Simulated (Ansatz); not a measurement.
**ZrH2 in the fluorite structure**

Level of theory: DFT, PBEsol, scalar-relativistic, no spin polarisation; plane waves to 420 eV with PAW datasets (Ansatz 0.2.0), 10×10×10 k-mesh, Gaussian smearing of 0.05 eV; PAW files: Ansatz's generated set soft_2.

```xyz
3
Lattice="0.0000 2.3819 2.3819 2.3819 0.0000 2.3819 2.3819 2.3819 0.0000" Properties=species:S:1:pos:R:3 pbc="T T T"
Zr    0.0000    0.0000    0.0000
H     1.1909    1.1909    1.1909
H     3.5728    3.5728    3.5728
```

The start was a prototype's sites filled with these elements. The Crystallography Open Database lists the compound in space group I4/mmm, so this is a trial structure.

The cell above was scaled in volume, its shape and atoms being fixed by the lattice's symmetry. Energies are counted from the cell above.

| V (Å³/atom) | ΔE (meV/atom) | P from the stress (GPa) |
| --- | --- | --- |
| 8.648 | 6.65 | 6.23 |
| 8.828 | 1.55 | 2.91 |
| 9.009 | 0.00 | -0.09 |
| 9.189 | 1.65 | -2.81 |
| 9.369 | 6.23 | -5.27 |

Do the energies and the pressures agree? Compare −ΔE/ΔV between neighbouring points (1 meV/Å³ = 0.1602 GPa) with the mean of their pressures.

| interval (Å³/atom) | −ΔE/ΔV (GPa) | mean P (GPa) |
| --- | --- | --- |
| 8.65 to 8.83 | 4.5 | 4.6 |
| 8.83 to 9.01 | 1.4 | 1.4 |
| 9.01 to 9.19 | -1.5 | -1.4 |
| 9.19 to 9.37 | -4.1 | -4.0 |
They differ by 0.03 GPa at most.

What do the two routes give for V0, B0 and B0′?

A third-order Birch–Murnaghan fit of the energies: V0 = 9.00 Å³/atom, B0 = 143 GPa, B0′ = 3.8. A polynomial of P in ln V, with B = −dP/d ln V at P = 0: V0 = 9.00 Å³/atom, B0 = 143 GPa, B0′ = 4.0.

B0·V0 = 143.1 GPa × 9.00 Å³ = 8.04 eV/atom sets the scale: near the minimum ΔE ≈ ½ B0 V0 x², with x = V/V0 − 1, and a pressure of 1.4 GPa squeezes the volume by about 1 %. At the ends of the curve: x = −3.9 % predicts 6.2 meV/atom and the run gives 6.7; x = +4.1 % predicts 6.6 meV/atom and the run gives 6.2. Compression costs more and expansion less than the parabola says, since the crystal stiffens as it shrinks; B0′ measures that. The run is a metal.
